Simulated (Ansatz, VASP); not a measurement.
**One calculation of Li, two programs**

```xyz
1
Lattice="-1.7197 1.7197 1.7197 1.7197 -1.7197 1.7197 1.7197 1.7197 -1.7197" Properties=species:S:1:pos:R:3 pbc="T T T"
Li    0.0000    0.0000    0.0000
```

Alike in both runs: task relaxation of cell and atoms; functional PBE; dispersion D3(BJ); k mesh 18 × 18 × 18; occupations gaussian, width 0.1 eV; no spin polarisation.

|  | VASP | Ansatz |
| --- | --- | --- |
| version | VASP 6.6.1 | Ansatz 0.2.0 |
| potentials or method | VASP PAW PBE potentials, release 64 (Li_sv) | scalar-relativistic, plane waves, PAW |
| plane-wave cutoff (eV) | 600 | 420 |
| valence electrons in the cell | 3 | 3 |

```csv
,VASP,Ansatz,Ansatz less VASP
"gap on the k mesh at the Fermi level, each at its own relaxed structure (eV)",none,none,-
relaxed volume (Å³/atom),18.11,18.32,+0.207
relaxed cell length with the largest relative difference (Å),2.865,2.876,+0.0109
energy change over the relaxation (meV/atom),-11,-9,+2.1
```

A gap of «none» marks a metal or a gap that the smearing closes.

Caveats: the cutoff is under 1.25 times the usual one of these potentials, so pressure, stress and relaxed cells hold a basis-set (Pulay) error (VASP); pairwise dispersion overbinds metals, which lowers pressure and volume.
